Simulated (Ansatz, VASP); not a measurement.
**ZnS in VASP and in Ansatz**

```xyz
4
Lattice="3.8455 0.0000 0.0000 -1.9228 3.3303 0.0000 0.0000 0.0000 6.3053" Properties=species:S:1:pos:R:3 pbc="T T T"
Zn    0.0000    2.2202    0.0329
Zn    1.9228    1.1101    3.1856
S     0.0000    2.2202    2.3946
S     1.9228    1.1101    5.5473
```

Alike in both runs: task single point; functional PBE; k mesh 9 × 9 × 6; occupations gaussian, width 0.02 eV; no spin polarisation.

|  | VASP | Ansatz |
| --- | --- | --- |
| version | VASP 6.6.1 | Ansatz 0.2.0 |
| potentials or method | VASP PAW PBE potentials, release 64 (Zn, S) | scalar-relativistic, plane waves, PAW |
| plane-wave cutoff (eV) | 520 | 420 |
| valence electrons in the cell | 36 | 36 |

|  | VASP | Ansatz | Ansatz less VASP |
| --- | --- | --- | --- |
| gap on the k mesh at the Fermi level (eV) | 2.08 | 2.08 | -0.004 |
| least direct gap on the mesh (eV) | 2.08 | 2.08 | -0.004 |
| pressure (GPa) | 0.1 | 0.0 | -0.14 |

The functional is the same, so the differences come from potentials, cutoffs and numerics.
